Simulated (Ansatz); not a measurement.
**HfO$_{2}$: strain energy, fitted**

HfO$_{2}$, P4_2/nmc, a = 3.604 Å, c = 5.264 Å. This isn't the usual stable structure of the compound. Ansatz: PBE, PAW, 420 eV, Γ-centred 6×6×4 mesh on 6 atoms, Gaussian smearing 0.02 eV; no spin polarisation. Series: biaxial strain in the a-b plane, c and atoms relaxed; x is the strain in per cent. y is the free energy over the unstrained cell, V0 = 11.397 Å³/atom.

| x (%) | y (meV/atom) |
| --- | --- |
| -4.5 | 85.19 |
| -3.0 | 37.10 |
| -1.5 | 9.03 |
| 0.0 | 0.00 |
| 1.5 | 8.55 |
| 3.0 | ? |
| 4.5 | 73.43 |

**Question.** Fit y = c2 x² + c3 x³ to the other rows, turn c2 into a modulus, and predict the missing energy.

**Answer.** Least squares on the rows shown. y = 3.9175 x² − 0.064692 x³. In eV per unit strain² c2 is 39.17; M is the biaxial modulus (E = M V0 ε²): 39.17 × 160.2 / (11.397) = 551 GPa. At x = 3.0 the fit asked for gives 33.51 meV/atom. The run gave 33.51 meV/atom, the same to the digits shown.

Spin–orbit coupling is left out, which can shift energies with elements as heavy as these.